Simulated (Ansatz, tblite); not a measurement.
NaF: GFN1-xTB, run from Python

These are simulated results from tblite 0.8.0, not measurements. The cell was built from a prototype and was relaxed with r2SCAN in plane waves (Ansatz 0.2.0). Not every such cell is a known phase. All runs are without spin polarisation.

Space group F-43m (No. 216), cubic; a = 5.063 Å in the conventional setting, 16.22 Å³ an atom. Na has 4 F at 2.19 Å; F has 4 Na at 2.19 Å.

tblite solves periodic systems at the zone centre alone, so the script builds a cluster of 2×2×2 conventional cells (64 atoms), which folds in a coarse mesh of k points.

The script, run.py:

```python
import json
from ase import Atoms
from ase.build import make_supercell
from ase.units import Bohr, GPa, Hartree
from tblite.interface import Calculator

atoms = Atoms(['Na', 'F'],
              cell=[[0.0, 2.531261, 2.531261], [2.531261, -0.0, 2.531261], [2.531261, 2.531261, -0.0]],
              scaled_positions=[[0.0, -0.0, -0.0], [0.25, 0.25, 0.25]],
              pbc=True)
cluster = make_supercell(atoms, [[-2, 2, 2], [-2, -2, 2], [2, -2, 2]])
calc = Calculator('GFN1-xTB', cluster.numbers, cluster.positions / Bohr, lattice=cluster.cell[:] / Bohr, periodic=cluster.pbc)
calc.set('temperature', 0.02 / Hartree)
calc.set('max-iter', 150)
res = calc.singlepoint()
levels = res.get('orbital-energies') * Hartree
nv = round(res.get('orbital-occupations').sum() / 2)
cells = len(cluster) // len(atoms)
out = {'energy_per_cell': res.get('energy') * Hartree / cells, 'homo': levels[nv - 1], 'lumo': levels[nv],
       'stress': (-res.get('virial') * Hartree / cluster.get_volume() / GPa).tolist(), 'charges': res.get('charges')[:len(atoms)].tolist(), 'electrons': 2 * nv / cells}
json.dump(out, open('results.json', 'w'))
for key, value in out.items():
    print(key, value)
```

Command: `python run.py`. It took 3.2 s on 1 thread of Arm Neoverse V1 (shared host), peak memory 0.1 GiB.

The log:

```
------------------------------------------------------------
  cycle        total energy    energy error   density error
------------------------------------------------------------
      1     -166.9743533706  -1.6681519E+02   6.9120134E-01
      2     -158.7177919513   8.2565614E+00   6.0305303E-01
      3     -170.9665884190  -1.2248796E+01   3.7724604E-01
      4     -175.6994399858  -4.7328516E+00   3.9455672E-02
      5     -175.6732778419   2.6162144E-02   4.2330471E-02
      6     -175.7327714992  -5.9493657E-02   1.2633500E-02
      7     -175.7477530825  -1.4981583E-02   7.9431602E-04
      8     -175.7477583114  -5.2288777E-06   1.3643091E-04
      9     -175.7477599992  -1.6878471E-06   1.5915396E-05
     10     -175.7477600160  -1.6738568E-08   1.9408121E-06
------------------------------------------------------------

 total:                                   2.544 sec
energy_per_cell -149.44812939726063
homo -12.3134859493546
lumo -10.903987020472762
stress [[-0.44244181696998974, 8.344278832554893e-06, -8.344278079784714e-06], [8.34427883263834e-06, -0.4424418169693686, -8.344278692128847e-06], [-8.344278079775624e-06, -8.34427869207006e-06, -0.4424418169700723]]
charges [0.48292427489828865, -0.48291963208781885]
electrons 8.0
```

The cycle table is in hartree for the whole cluster, and the lines after it are in eV (the energy for one cell). The printed stress is in GPa and positive in compression, and the pressure is its mean diagonal.

GFN1-xTB gives a gap of 1.41 eV. On the same cell, plane-wave PBE (Ansatz, 8×8×8 k points and the special points) gives a gap of 5.63 eV and r2SCAN a gap of 6.26 eV; on shared hosts these took about 1.6 and 4.3 core-seconds on the 2-atom cell, against 3.2 for the script. Semilocal gaps usually lie below measured ones. xTB was fitted to molecules, so gaps, charges and pressures of solids can be far off, and the gap also depends on the size of the cluster.

The same script was run on cells scaled at fixed shape and fractional coordinates:

```
volume (Å³/atom)  energy (meV/atom)  pressure (GPa, positive in compression)  gap (eV)
           14.27                3.4                                     1.24      1.73
           15.25               -0.8                                     0.23      1.56
           16.22                0.0                                    -0.44      1.41
           17.19                4.2                                    -0.90      1.28
           18.16               10.7                                    -1.23      1.16
```

A Birch-Murnaghan fit puts the minimum at 15.54 Å³/atom, 4.2 % below the given cell, with a bulk modulus of 11.6 GPa at fixed shape.

xTB was fitted mostly to molecules, and a small cluster samples few k points, so gaps, pressures and kinks along a curve can be far from a solid's.
